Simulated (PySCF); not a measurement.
# SnTe (Fm-3m) in PySCF: a series of runs

Aim: see how the results for SnTe move with the level of theory and the settings. Levels: AM05, r2SCAN. Tasks: band structure.

All numbers are computed with PySCF 2.14.0; they aren't measurements. Logs are shortened: lines on timing, memory, paths and dates and some standing lists are left out, and cuts for length are marked.

**Measured values to compare with.**

A printed reference work, textbook reports, for a bulk crystal of SnTe at 300 K: band gap 0.18 eV (direct).

The results are compared with them further down.

### Step 1. The structure

Symmetry: Fm-3m, No. 225, cubic system. Conventional cell: a = 6.302 Å, b = 6.302 Å, c = 6.302 Å, α = 90.00°, β = 90.00°, γ = 90.00°. Te (site symmetry m-3m) has 6 Sn at 3.15 Å as nearest neighbours. Sn (site symmetry m-3m) has 6 Te at 3.15 Å as nearest neighbours.

### Step 2. Band structure, AM05

Input file run.py:

```python
import json
import numpy as np
from pyscf.pbc import gto, scf, dft, df

cell = gto.Cell()
cell.basis = {'Sn': 'DZVP-MOLOPT-SR-GTH-q4', 'Te': 'DZVP-MOLOPT-SR-GTH-q6'}
cell.pseudo = {'Sn': 'GTH-PBE-q4', 'Te': 'GTH-PBE-q6'}
cell.fromfile('SnTe.xyz')
cell.ke_cutoff = 50  # hartree
cell.exp_to_discard = 0.02
cell.precision = 1e-08
cell.space_group_symmetry = True
cell.symmorphic = False
cell.max_memory = 5880  # MB
cell.verbose = 4
cell.build()

res = {}
kpts = cell.make_kpts([5, 5, 5], space_group_symmetry=True, time_reversal_symmetry=True)
cell.space_group_symmetry = False  # the mesh holds the operations; no search on the supercells of the integral code
mf = dft.KRKS(cell, kpts, xc='GGA_X_AM05,GGA_C_AM05')
mf = mf.multigrid_numint()
mf = mf.smearing(sigma=0.00183747, method='fermi')  # hartree
mf.conv_tol = 1e-07
mf.max_cycle = 60

mf.kernel()
res.update(converged=bool(mf.converged), e_tot=mf.e_tot, nelec=cell.nelectron, nao=cell.nao, mesh=list(map(int, cell.mesh)), a=cell.lattice_vectors().tolist(), coords=cell.atom_coords().tolist(),
           mo_energy=[np.real(x).tolist() for x in mf.mo_energy], mo_occ=[np.real(x).tolist() for x in mf.mo_occ])
res.update(e_free=mf.e_free, e_zero=mf.e_zero)
res.update(kpts=kpts.kpts_scaled_ibz.tolist(), weights=kpts.weights_ibz.tolist())
res['parts'] = {k: float(np.real(v)) for k, v in mf.scf_summary.items() if np.isscalar(v)}
json.dump(res, open('results.json', 'w'))
if not mf.converged:
    raise SystemExit('SCF not converged')

print('levels (eV)')
for i, kp in enumerate(res['kpts'][:40]):
    print('k %7.4f %7.4f %7.4f  ' % tuple(kp), ' '.join('%.3f' % (x * 27.211386) for x in res['mo_energy'][i][:10]))

mf = mf.to_khf()  # unfold to the whole mesh
kpts = mf.kpts
# Mulliken populations
dm, s = np.asarray(mf.make_rdm1()), np.asarray(mf.get_ovlp())
sites = cell.aoslice_by_atom()[:, 2:]
tot = np.einsum('kij,kji->i', dm, s).real / len(kpts)
res['mulliken'] = [cell.atom_charge(i) - tot[a0:a1].sum() for i, (a0, a1) in enumerate(sites)]
print('Mulliken charges', np.round(res['mulliken'], 5))

scaled = np.array([[0.0, 0.0, 0.0], [0.1, 0.0, 0.1], [0.2, 0.0, 0.2], [0.3, 0.0, 0.3], [0.4, 0.0, 0.4], [0.5, 0.0, 0.5], [0.5, 0.125, 0.625], [0.5, 0.25, 0.75], [0.375, 0.375, 0.75], [0.3125, 0.3125, 0.625], [0.25, 0.25, 0.5], [0.1875, 0.1875, 0.375], [0.125, 0.125, 0.25], [0.0625, 0.0625, 0.125], [0.0, 0.0, 0.0], [0.1, 0.1, 0.1], [0.2, 0.2, 0.2], [0.3, 0.3, 0.3], [0.4, 0.4, 0.4], [0.5, 0.5, 0.5], [0.53125, 0.4375, 0.53125], [0.5625, 0.375, 0.5625], [0.59375, 0.3125, 0.59375], [0.625, 0.25, 0.625], [0.5625, 0.25, 0.6875], [0.5, 0.25, 0.75], [0.5, 0.3, 0.7], [0.5, 0.35, 0.65], [0.5, 0.4, 0.6], [0.5, 0.45, 0.55], [0.5, 0.5, 0.5], [0.475, 0.475, 0.55], [0.45, 0.45, 0.6], [0.425, 0.425, 0.65], [0.4, 0.4, 0.7], [0.375, 0.375, 0.75], [0.625, 0.25, 0.625], [0.583333, 0.166667, 0.583333], [0.541667, 0.083333, 0.541667], [0.5, 0.0, 0.5]])  # GXWKGLUWLK,UX
e_kn = mf.get_bands(cell.get_abs_kpts(scaled))[0]
res.update(band_k=np.asarray(scaled).tolist(), bands=np.asarray(e_kn).real.tolist())
for kp, e in zip(scaled, np.asarray(e_kn).real):
    print('k %7.4f %7.4f %7.4f  ' % tuple(kp), ' '.join('%8.3f' % (x * 27.211386) for x in e[:11]))
res['done'] = True
json.dump(res, open('results.json', 'w'))
```

Input file SnTe.xyz:

```xyz
2
Lattice="0.0000000000 3.1508500000 3.1508500000 3.1508500000 0.0000000000 3.1508500000 3.1508500000 3.1508500000 0.0000000000" Properties=species:S:1:pos:R:3 pbc="T T T"
Te     3.1508500000      3.1508500000      3.1508500000
Sn     0.0000000000      0.0000000000      0.0000000000
```

Potentials or basis: DZVP-MOLOPT-SR/GTH-PBE (potentials made for PBE).

Run with:

```console
$ OMP_NUM_THREADS=4 python -u run.py > log
```

What it wrote:

```text
Discarded 0 diffused primitive functions, 0 contracted functions
time reversal: False
k-points in IBZ                         weights
  0:  0.000000,  0.000000,  0.000000    1/125
  1:  0.600000,  0.600000, -0.000000    6/125
  2:  0.600000,  0.600000,  0.600000    8/125
  3:  0.800000,  0.400000,  0.400000    12/125
  4:  0.800000,  0.600000,  0.400000    24/125
  5:  0.800000,  0.800000,  0.000000    6/125
  6:  0.800000,  0.800000,  0.200000    24/125
  7:  0.800000,  0.800000,  0.400000    24/125
  8:  0.800000,  0.800000,  0.600000    12/125
  9:  0.800000,  0.800000,  0.800000    8/125

******** <class 'pyscf.pbc.scf.smearing.SmearingKsymAdaptedKRKS'> ********
method = SmearingKsymAdaptedKRKS
initial guess = minao
damping factor = 0
level_shift factor = 0
DIIS = <class 'pyscf.scf.diis.CDIIS'>
diis_start_cycle = 1
diis_space = 8
diis_damp = 0
SCF conv_tol = 1e-07
SCF conv_tol_grad = None
SCF max_cycles = 60
direct_scf = True
direct_scf_tol = 1e-13

******** PBC SCF flags ********
N kpts (BZ) = 125
N kpts (IBZ) = 10
Exchange divergence treatment (exxdiv) = ewald
    madelung (= occupied orbital energy shift) = 0.07700158766150324
    Total energy shift due to Ewald probe charge = -1/2 * Nelec*madelung = -0.385007938308
DF object = <pyscf.pbc.df.fft.FFTDF object>
XC functionals = GGA_X_AM05,GGA_C_AM05
small_rho_cutoff = 0
Uniform grid, mesh = [29 29 29]
Set gradient conv threshold to 0.000316228
nelec by numeric integration = 9.999999999999996
init E= -11.5348499002039
    sigma = 0.00183747  Optimized mu = 0.252569828955  entropy = 0.000580532855677
nelec by numeric integration = 10.00000000000001
    Total E(T) = -11.6355755260266  Free energy = -11.6355765927383  E0 = -11.6355760593825
cycle= 1 E= -11.6355755260266  delta_E= -0.101  |g|= 0.148  |ddm|= 7.65
    sigma = 0.00183747  Optimized mu = 0.240815452696  entropy = 0.00254150880531
nelec by numeric integration = 10.000000000000009
    Total E(T) = -11.6354068936418  Free energy = -11.635411563588  E0 = -11.6354092286149
cycle= 2 E= -11.6354068936418  delta_E= 0.000169  |g|= 0.147  |ddm|= 0.945
    sigma = 0.00183747  Optimized mu = 0.241029667608  entropy = 0.000921775885786
nelec by numeric integration = 10.000000000000009
    Total E(T) = -11.636912354446  Free energy = -11.6369140481815  E0 = -11.6369132013138
cycle= 3 E= -11.636912354446  delta_E= -0.00151  |g|= 0.0111  |ddm|= 0.555
    sigma = 0.00183747  Optimized mu = 0.241502732727  entropy = 0.000993471940621
nelec by numeric integration = 10.000000000000009
    Total E(T) = -11.6369226591243  Free energy = -11.6369244845992  E0 = -11.6369235718617
cycle= 4 E= -11.6369226591243  delta_E= -1.03e-05  |g|= 0.000121  |ddm|= 0.0488
    sigma = 0.00183747  Optimized mu = 0.24149665238  entropy = 0.000994182234981
nelec by numeric integration = 10.00000000000001
    Total E(T) = -11.6369226588548  Free energy = -11.6369244856348  E0 = -11.6369235722448
cycle= 5 E= -11.6369226588548  delta_E= 2.69e-10  |g|= 1.12e-06  |ddm|= 0.000415
    sigma = 0.00183747  Optimized mu = 0.241496641264  entropy = 0.0009941670318
nelec by numeric integration = 10.000000000000007
    Total E(T) = -11.6369226588827  Free energy = -11.6369244856348  E0 = -11.6369235722587
Extra cycle  E= -11.6369226588827  delta_E= -2.79e-11  |g|= 1.39e-06  |ddm|= 8.84e-06
converged SCF energy = -11.6369226588827
levels (eV)
k  0.0000  0.0000  0.0000   -6.315 1.842 4.341 4.341 4.341 10.020 10.020 10.020 11.490 11.490
k  0.6000  0.6000 -0.0000   -4.961 -0.215 1.668 2.793 2.793 8.885 11.403 11.403 11.831 15.418
k  0.6000  0.6000  0.6000   -5.229 -1.544 4.547 4.547 6.108 7.024 7.024 7.117 14.586 15.529
k  0.8000  0.4000  0.4000   -4.711 -0.726 1.024 2.984 3.399 9.796 10.084 10.838 12.556 16.895
k  0.8000  0.6000  0.4000   -4.795 -1.032 1.949 2.028 5.217 7.640 10.936 11.055 12.285 14.643
k  0.8000  0.8000  0.0000   -5.890 0.454 3.635 3.635 5.334 7.633 10.223 10.329 10.329 13.996
k  0.8000  0.8000  0.2000   -5.269 -0.830 3.217 3.440 4.160 8.843 9.275 9.715 10.920 16.521
k  0.8000  0.8000  0.4000   -4.900 -1.553 2.453 3.960 4.845 7.825 8.137 10.319 13.845 15.057
k  0.8000  0.8000  0.6000   -5.509 -0.639 2.842 4.776 6.144 7.047 7.132 10.516 12.770 13.065
k  0.8000  0.8000  0.8000   -5.994 0.343 4.377 4.377 5.253 8.509 8.509 8.701 12.297 12.545
Mulliken charges [-0.17364  0.17364]
nelec by numeric integration = 10.000000000000005
k  0.0000  0.0000  0.0000     -6.315    1.842    4.341    4.341    4.341   10.020   10.020   10.020   11.490   11.490   11.490
k  0.1000  0.0000  0.1000     -6.206    1.276    4.123    4.123    5.157    8.433   10.052   10.052   11.092   12.206   12.206
k  0.2000  0.0000  0.2000     -5.890    0.454    3.635    3.635    5.334    7.633   10.223   10.329   10.329   13.996   13.996
k  0.3000  0.0000  0.3000     -5.424   -0.095    3.138    3.138    3.376    9.407    9.609   10.845   10.845   14.853   16.492
k  0.4000  0.0000  0.4000     -4.961   -0.215    1.668    2.793    2.793    8.885   11.403   11.403   11.831   15.418   18.888
k  0.5000  0.0000  0.5000     -4.755    0.018    0.765    2.672    2.672    8.711   11.664   11.664   13.053   15.652   18.780
[... 32 lines left out ...]
k  0.5417  0.0833  0.5417     -4.744   -0.158    0.811    2.727    2.834    8.936   11.277   11.456   12.960   16.166   18.342
k  0.5000  0.0000  0.5000     -4.755    0.018    0.765    2.672    2.672    8.711   11.664   11.664   13.053   15.652   18.780
```

Run time: 25 s. Hardware: 4 threads of AMD EPYC 7R43 (Zen 3), shared host; peak memory 1.3 GiB.

Results:

```yaml
Free_energy: -316.6568 eV
Band_gap_along_the_path: 0.14 eV, direct
Mulliken_charges: Te -0.17; Sn +0.17 e
```

Levels at the corners of the path, in eV from the Fermi level:
| point | band 1 | band 2 | band 3 | band 4 | band 5 | band 6 | band 7 | band 8 | band 9 | band 10 |
| --- | --- | --- | --- | --- | --- | --- | --- | --- | --- | --- |
| Γ | -12.89 | -4.73 | -2.23 | -2.23 | -2.23 | 3.45 | 3.45 | 3.45 | 4.92 | 4.92 |
| X | -11.33 | -6.55 | -5.81 | -3.90 | -3.90 | 2.14 | 5.09 | 5.09 | 6.48 | 9.08 |
| W | -11.23 | -7.48 | -5.04 | -5.04 | -0.93 | 0.75 | 5.06 | 5.06 | 6.56 | 6.56 |
| K | -11.28 | -7.54 | -5.40 | -3.42 | -2.88 | 2.97 | 3.22 | 4.53 | 5.74 | 9.67 |
| Γ | -12.89 | -4.73 | -2.23 | -2.23 | -2.23 | 3.45 | 3.45 | 3.45 | 4.92 | 4.92 |
| L | -11.60 | -8.47 | -1.97 | -1.97 | -0.09 | 0.05 | 0.22 | 0.22 | 8.83 | 11.01 |
| U | -11.28 | -7.54 | -5.40 | -3.42 | -2.88 | 2.97 | 3.22 | 4.53 | 5.74 | 9.67 |
| W | -11.23 | -7.48 | -5.04 | -5.04 | -0.93 | 0.75 | 5.06 | 5.06 | 6.56 | 6.56 |
| L | -11.60 | -8.47 | -1.97 | -1.97 | -0.09 | 0.05 | 0.22 | 0.22 | 8.83 | 11.01 |
| K | -11.28 | -7.54 | -5.40 | -3.42 | -2.88 | 2.97 | 3.22 | 4.53 | 5.74 | 9.67 |
| U | -11.28 | -7.54 | -5.40 | -3.42 | -2.88 | 2.97 | 3.22 | 4.53 | 5.74 | 9.67 |
| X | -11.33 | -6.55 | -5.81 | -3.90 | -3.90 | 2.14 | 5.09 | 5.09 | 6.48 | 9.08 |

Caveat: Mulliken charges move with the basis; this odd mesh misses L, where the gap lies, so gap, dielectric constants and Born charges aren't listed; spin-orbit coupling is left out, which moves the levels of the heavy elements; the basis of atomic orbitals isn't converged, which shifts pressures, moduli and gaps.

### Step 3. Band structure, r2SCAN

Changes to run.py since step 2:

```diff
@@ -20,3 +20,3 @@
 cell.space_group_symmetry = False  # the mesh holds the operations; no search on the supercells of the integral code
-mf = dft.KRKS(cell, kpts, xc='GGA_X_AM05,GGA_C_AM05')
+mf = dft.KRKS(cell, kpts, xc='r2scan')
 mf = mf.multigrid_numint()
```

SnTe.xyz is that of step 2.

Potentials or basis: DZVP-MOLOPT-SR/GTH-PBE (potentials made for PBE).

Run with:

```console
$ OMP_NUM_THREADS=4 python -u run.py > log
```

What it wrote:

```text
Discarded 0 diffused primitive functions, 0 contracted functions
time reversal: False
k-points in IBZ                         weights
  0:  0.000000,  0.000000,  0.000000    1/125
  1:  0.600000,  0.600000, -0.000000    6/125
  2:  0.600000,  0.600000,  0.600000    8/125
  3:  0.800000,  0.400000,  0.400000    12/125
  4:  0.800000,  0.600000,  0.400000    24/125
  5:  0.800000,  0.800000,  0.000000    6/125
  6:  0.800000,  0.800000,  0.200000    24/125
  7:  0.800000,  0.800000,  0.400000    24/125
  8:  0.800000,  0.800000,  0.600000    12/125
  9:  0.800000,  0.800000,  0.800000    8/125

******** <class 'pyscf.pbc.scf.smearing.SmearingKsymAdaptedKRKS'> ********
method = SmearingKsymAdaptedKRKS
initial guess = minao
damping factor = 0
level_shift factor = 0
DIIS = <class 'pyscf.scf.diis.CDIIS'>
diis_start_cycle = 1
diis_space = 8
diis_damp = 0
SCF conv_tol = 1e-07
SCF conv_tol_grad = None
SCF max_cycles = 60
direct_scf = True
direct_scf_tol = 1e-13

******** PBC SCF flags ********
N kpts (BZ) = 125
N kpts (IBZ) = 10
Exchange divergence treatment (exxdiv) = ewald
    madelung (= occupied orbital energy shift) = 0.07700158766150324
    Total energy shift due to Ewald probe charge = -1/2 * Nelec*madelung = -0.385007938308
DF object = <pyscf.pbc.df.fft.FFTDF object>
XC functionals = r2scan
small_rho_cutoff = 0
Uniform grid, mesh = [29 29 29]
Set gradient conv threshold to 0.000316228
nelec by numeric integration = 9.999999999999996
init E= -11.5624901157542
    sigma = 0.00183747  Optimized mu = 0.249803328035  entropy = 0.000242419191993
nelec by numeric integration = 10.000000000000007
    Total E(T) = -11.6633936515587  Free energy = -11.6633940969967  E0 = -11.6633938742777
cycle= 1 E= -11.6633936515587  delta_E= -0.101  |g|= 0.168  |ddm|= 7.56
    sigma = 0.00183747  Optimized mu = 0.240664712923  entropy = 0.0028338339893
nelec by numeric integration = 10.000000000000009
    Total E(T) = -11.6631998295017  Free energy = -11.6632050365866  E0 = -11.6632024330442
cycle= 2 E= -11.6631998295017  delta_E= 0.000194  |g|= 0.167  |ddm|= 1.17
    sigma = 0.00183747  Optimized mu = 0.240978818983  entropy = 0.000792094600309
nelec by numeric integration = 10.000000000000004
    Total E(T) = -11.6654626725919  Free energy = -11.665464128042  E0 = -11.665463400317
cycle= 3 E= -11.6654626725919  delta_E= -0.00226  |g|= 0.00515  |ddm|= 0.63
    sigma = 0.00183747  Optimized mu = 0.241187661941  entropy = 0.000825213109481
nelec by numeric integration = 10.00000000000001
    Total E(T) = -11.665465183255  Free energy = -11.6654666995593  E0 = -11.6654659414072
cycle= 4 E= -11.665465183255  delta_E= -2.51e-06  |g|= 0.000201  |ddm|= 0.0225
    sigma = 0.00183747  Optimized mu = 0.241172973667  entropy = 0.000826371981865
nelec by numeric integration = 10.000000000000009
    Total E(T) = -11.6654651840835  Free energy = -11.6654667025173  E0 = -11.6654659433004
cycle= 5 E= -11.6654651840835  delta_E= -8.29e-10  |g|= 9.66e-06  |ddm|= 0.000801
    sigma = 0.00183747  Optimized mu = 0.241173039868  entropy = 0.000826256381946
nelec by numeric integration = 10.000000000000007
    Total E(T) = -11.6654651842949  Free energy = -11.6654667025162  E0 = -11.6654659434056
Extra cycle  E= -11.6654651842949  delta_E= -2.11e-10  |g|= 9.89e-06  |ddm|= 6.9e-05
converged SCF energy = -11.6654651842949
levels (eV)
k  0.0000  0.0000  0.0000   -7.043 1.617 4.075 4.075 4.075 10.174 10.174 10.174 11.835 11.835
k  0.6000  0.6000 -0.0000   -5.615 -0.633 1.396 2.509 2.509 9.200 11.630 11.630 12.105 15.754
k  0.6000  0.6000  0.6000   -5.887 -2.039 4.316 4.316 6.145 7.006 7.006 7.228 15.155 16.017
k  0.8000  0.4000  0.4000   -5.349 -1.198 0.736 2.711 3.189 10.073 10.201 11.107 12.878 17.463
k  0.8000  0.6000  0.4000   -5.434 -1.515 1.673 1.768 5.050 7.689 11.245 11.276 12.600 15.129
k  0.8000  0.8000  0.0000   -6.591 0.094 3.367 3.367 5.210 7.671 10.502 10.502 10.558 14.422
k  0.8000  0.8000  0.2000   -5.934 -1.284 2.998 3.177 3.991 8.992 9.365 9.859 11.266 17.063
k  0.8000  0.8000  0.4000   -5.541 -2.057 2.204 3.726 4.747 7.816 8.271 10.491 14.324 15.586
k  0.8000  0.8000  0.6000   -6.187 -1.081 2.580 4.552 6.075 7.104 7.144 10.720 13.170 13.461
k  0.8000  0.8000  0.8000   -6.701 -0.027 4.125 4.125 5.147 8.576 8.576 8.861 12.690 12.922
Mulliken charges [-0.20697  0.20697]
nelec by numeric integration = 10.000000000000007
k  0.0000  0.0000  0.0000     -7.043    1.617    4.075    4.075    4.075   10.174   10.174   10.174   11.835   11.835   11.835
k  0.1000  0.0000  0.1000     -6.927    0.985    3.859    3.859    4.966    8.524   10.212   10.212   11.434   12.568   12.568
k  0.2000  0.0000  0.2000     -6.591    0.094    3.367    3.367    5.210    7.671   10.502   10.502   10.558   14.422   14.422
k  0.3000  0.0000  0.3000     -6.100   -0.497    2.862    2.862    3.183    9.730    9.747   11.043   11.043   15.181   17.011
k  0.4000  0.0000  0.4000     -5.615   -0.633    1.396    2.509    2.509    9.200   11.630   11.630   12.105   15.754   19.398
k  0.5000  0.0000  0.5000     -5.400   -0.411    0.470    2.384    2.384    9.022   11.906   11.906   13.411   15.990   19.289
[... 32 lines left out ...]
k  0.5417  0.0833  0.5417     -5.387   -0.598    0.517    2.442    2.564    9.248   11.483   11.695   13.310   16.548   18.892
k  0.5000  0.0000  0.5000     -5.400   -0.411    0.470    2.384    2.384    9.022   11.906   11.906   13.411   15.990   19.289
```

It took 70 s on 4 threads of AMD EPYC 7R43 (Zen 3), shared host; peak memory 5.5 GiB.

Results:

```yaml
Free_energy: -317.4335 eV
Band_gap_along_the_path: 0.03 eV, direct
Mulliken_charges: Te -0.21; Sn +0.21 e
```

Levels at the corners of the path, in eV from the Fermi level:
```tsv
point	band 3	band 4	band 5	band 6	band 7	band 8
Γ	-2.49	-2.49	-2.49	3.61	3.61	3.61
X	-6.09	-4.18	-4.18	2.46	5.34	5.34
W	-5.31	-5.31	-1.08	0.79	5.38	5.38
K	-5.68	-3.67	-3.05	3.06	3.43	4.88
Γ	-2.49	-2.49	-2.49	3.61	3.61	3.61
L	-2.19	-2.19	0.05	0.08	0.20	0.20
U	-5.68	-3.67	-3.05	3.06	3.43	4.88
W	-5.31	-5.31	-1.08	0.79	5.38	5.38
L	-2.19	-2.19	0.05	0.08	0.20	0.20
K	-5.68	-3.67	-3.05	3.06	3.43	4.88
U	-5.68	-3.67	-3.05	3.06	3.43	4.88
X	-6.09	-4.18	-4.18	2.46	5.34	5.34
```

Caveat: Mulliken charges move with the basis; this odd mesh misses L, where the gap lies, so gap, dielectric constants and Born charges aren't listed; spin-orbit coupling is left out, which moves the levels of the heavy elements; the basis of atomic orbitals isn't converged, which shifts pressures, moduli and gaps.

### Step 4. How close it comes

Step 2. Against the measured gap of SnTe, 0.18 eV (direct; 300 K; a printed reference work, textbook), the calculated 0.14 eV is off by -0.04 eV. Spin-orbit coupling on Sn, Te is left out. The value is that of AM05 in an atomic basis (DZVP-MOLOPT-SR/GTH-PBE (potentials made for PBE)), whose error adds to the functional's,, without temperature or zero-point motion. Semilocal functionals fall short of measured gaps as a rule.

Step 3. Measured gap of SnTe: 0.18 eV (direct; 300 K; a printed reference work, textbook). This calculation gives 0.03 eV (-0.15 eV). Spin-orbit coupling on Sn, Te is left out. The value is that of r2SCAN in an atomic basis (DZVP-MOLOPT-SR/GTH-PBE (potentials made for PBE)), whose error adds to the functional's,, without temperature or zero-point motion.
